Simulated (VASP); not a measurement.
Write the native input for VASP 6.6.1 that does the following.

```
Task                   : relaxation of cell and atoms
Functional             : LDA
Potentials or basis    : VASP PAW LDA potentials, release 64 (Mg)
Cutoff                 : 600 eV
k mesh                 : 16 × 16 × 16
Occupations            : fermi-dirac, width 0.15 eV
Spin                   : no spin polarisation
Dipole correction      : no
Further INCAR settings : ALGO = Fast; EDIFF = 1e-06; IBRION = 2; EDIFFG = -0.001; NSW = 80; ISIF = 3
```

The structure of Mg lies in POSCAR:

```
Mg
1.0
   -1.8241270502      1.8241270502      1.7281581526
    1.8241270502     -1.8241270502      1.7281581526
    1.8241270502      1.8241270502     -1.7281581526
Mg
1
Direct
    0.0000000000      0.0000000000      0.0000000000
```

This isn't the form of Mg at room conditions, which is hcp.

These files were run (other wordings do the same):

INCAR

```
  ALGO = Fast
  EDIFF = 1E-6
  EDIFFG = -0.001
  ENCUT = 600
  GGA = CA
  IBRION = 2
  ISIF = 3
  ISMEAR = -1
  LASPH = T
  LCHARG = F
  LREAL = F
  LWAVE = F
  NELM = 100
  NSW = 80
  PREC = Accurate
  SIGMA = 0.15
```

KPOINTS

```
k-points
0
Gamma
  16 16 16
```

Potentials or basis: VASP PAW LDA potentials, release 64 (Mg).

Launch:

```sh
$ cat potpaw_LDA.64/Mg/POTCAR > POTCAR
$ mpirun -np 1 vasp_std > vasp.out
```

It gave:

```yaml
Relaxed_volume: 21.45 Å³/atom
Relaxed_cell: a = 3.032 Å, b = 3.032 Å, c = 3.032 Å, α = 109.54°, β = 109.54°, γ = 109.34°
Space_group_after_relaxing_to_0.05_Å: Im-3m (No. 229)
Energy_gained_by_relaxing: 12.1 meV/atom
Ionic_steps: 20
Pressure_after_relaxing: 0.0 GPa
Band_gap_on_the_k_mesh: none (metal or under the smearing width)
```

Wall time 2.4 min on 1 thread of Intel(R) Xeon(R) Platinum 8488C (Sapphire Rapids) (shared host), peak memory 0.2 GiB.
